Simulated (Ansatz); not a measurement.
The system is Pt.

```xyz
1
Lattice="-1.5842 1.5842 1.5842 1.5842 -1.5842 1.5842 1.5842 1.5842 -1.5842" Properties=species:S:1:pos:R:3 pbc="T T T"
Pt    0.0000    0.0000    0.0000
```

This isn't the form of Pt at room conditions, which is fcc.

```yaml
Program: Ansatz 0.2.0
Task: relaxation of cell and atoms
Functional: B3LYP
Potentials_or_basis: Ansatz PAW
Cutoff: "420 eV (not typed: the program's choice for these potentials)"
k_mesh: 6 × 6 × 6
Occupations: fermi-dirac, width 0.05 eV
Spin: no spin polarisation
```

At the start: volume 15.90 Å³/atom.

Q: How do energy, volume and symmetry change on relaxing?

A: It ends after 4 steps and the volume is 16.21 Å³/atom (+1.9 %); space group Im-3m (No. 229, to 0.05 Å).

Step by step:
| step | energy change (eV) | largest force (eV/Å) | volume (Å³) |
| --- | --- | --- | --- |
| 1 | 0.0000 | 0.0000 | 15.90 |
| 2 | -0.0039 | 0.0000 | 16.23 |
| 3 | -0.0039 | 0.0000 | 16.21 |
| 4 | -0.0040 | 0.0000 | 16.21 |

Final structure:
```
Pt
1.0
    -1.59416    1.59416    1.59416
     1.59416   -1.59416    1.59416
     1.59416    1.59416   -1.59416
Pt
1
Direct
  0.00000 0.00000 0.00000
```

Caveat: the k mesh is coarse (spacing up to 0.47 Å⁻¹), so the values aren't converged, least of all with exact exchange; the plane-wave basis is chosen anew once the cell has moved, so the energies of steps on either side of that aren't comparable; the PAW data sets come from PBE, with cores solved anew for the run's functional, which leaves a small shift of forces and pressure.
